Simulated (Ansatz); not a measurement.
PbS, space group P-6m2, a calculation of the elastic constants

With the Ansatz DFT code, driven from Python.

Notebook, run cell by cell (the value of a cell's last expression is shown):

**Cell 1**
```python
from dataclasses import replace

import ansatz as az
import numpy as np
```

**Cell 2**
```python
XC = "lda"
SMEARING = "fermi_dirac"
SMEARING_WIDTH = 0.05
KMESH = (6, 6, 6)

lattice = az.Lattice.of(
    (4.0897, 0.0, 0.0),
    (-2.04485, 3.54178, 0.0),
    (0.0, 0.0, 3.78817),
)
sites = [
    ("Pb", (0.0, 0.0, 0.0)),
    ("S", (2 / 3, 1 / 3, 0.5)),
]
cell = az.Crystal(lattice=lattice)
for symbol, position in sites:
    cell = cell.atom(symbol, position)

cell.resolved().tree()["lattice"]
```
Output:
```text
((4.0897, 0.0, 0.0), (-2.04485, 3.54178, 0.0), (0.0, 0.0, 3.78817))
```

**Cell 3**
```python
setup = cell.calculation()
setup = setup.functional(XC).occupations(SMEARING, width=SMEARING_WIDTH)
setup = setup.kpoints(*KMESH)
# relax, then strain
rest = setup.relax(cell=True).run(threads=1, backend="cpu").lattice
relaxed = az.Crystal(lattice=az.Lattice.of(rest.cell_ang))
for site in rest.sites:
    relaxed = relaxed.atom(site.symbol, site.position_frac)
setup = replace(setup, crystal=relaxed)
print("relaxed volume {:.3f} A^3".format(abs(np.linalg.det(rest.cell_ang))))
out = setup.elastic(az.ElasticMode.RELAXED_ION).run(threads=1, backend="cpu")
elastic = out.elastic
```
Output:
```text
DeckWarning: basis.ecutwfc = 420 eV, auto-derived from the records' recommended cutoffs: set by Pb (normal level)
relaxed volume 50.094 A^3
```

**Cell 4**
```python
C = np.asarray(elastic.c_gpa)
for i in range(6):
    for j in range(i, 6):
        if abs(C[i, j]) > 0.05:
            print(f"C{i + 1}{j + 1} = {C[i, j]:.1f} GPa")
print("smallest eigenvalue of C:", round(elastic.stability.min_eigenvalue_gpa, 1), "GPa; tensor positive definite:", elastic.stability.min_eigenvalue_gpa > 0)
# averaged moduli need a positive definite tensor
if elastic.stability.min_eigenvalue_gpa > 0:
    for name, value in elastic.moduli.to_plain().items():
        print(f"{name:14s} {value:9.3f}")
    S = np.linalg.inv(elastic.c_gpa)
    print("Young modulus along x, y, z (GPa):", np.round(1 / np.diag(S)[:3], 1))
    print("linear compressibility along x, y, z (1/TPa):", np.round(1000 * S[:3, :3].sum(axis=1), 2))
```
Output:
```text
C11 = 66.1 GPa
C12 = 54.2 GPa
C13 = 46.0 GPa
C22 = 66.1 GPa
C23 = 46.0 GPa
C33 = 147.9 GPa
C44 = 24.8 GPa
C55 = 24.8 GPa
C66 = 5.9 GPa
smallest eigenvalue of C: 5.9 GPa; tensor positive definite: True
k_voigt_gpa       63.624
k_reuss_gpa       58.445
k_hill_gpa        61.035
g_voigt_gpa       20.018
g_reuss_gpa       11.218
g_hill_gpa        15.618
youngs_gpa        43.172
poisson            0.382
Young modulus along x, y, z (GPa): [ 21.   21.  112.8]
linear compressibility along x, y, z (1/TPa): [7.51 7.51 2.09]
```

For a metal this k-point mesh is coarse: on a finer one energies can move by several to tens of meV an atom and pressures by half a GPa or more, differences at one mesh by less. A positive definite tensor excludes instabilities under uniform strain alone; phonons elsewhere in the zone can still be imaginary. Spin-orbit coupling, which matters for elements this heavy, is left out. The structure comes from a database of computed cells and needn't be a stable or known phase. Warnings are shown shortened and without file and line. The constants belong to the cell that was strained; where it wasn't relaxed first it may be under stress. Run time: 110 s on 1 thread of Arm Neoverse V1 (shared host), peak memory 0.44 GiB.

(A comment or docstring line of the script was reworded after the run, the code is as it ran.)
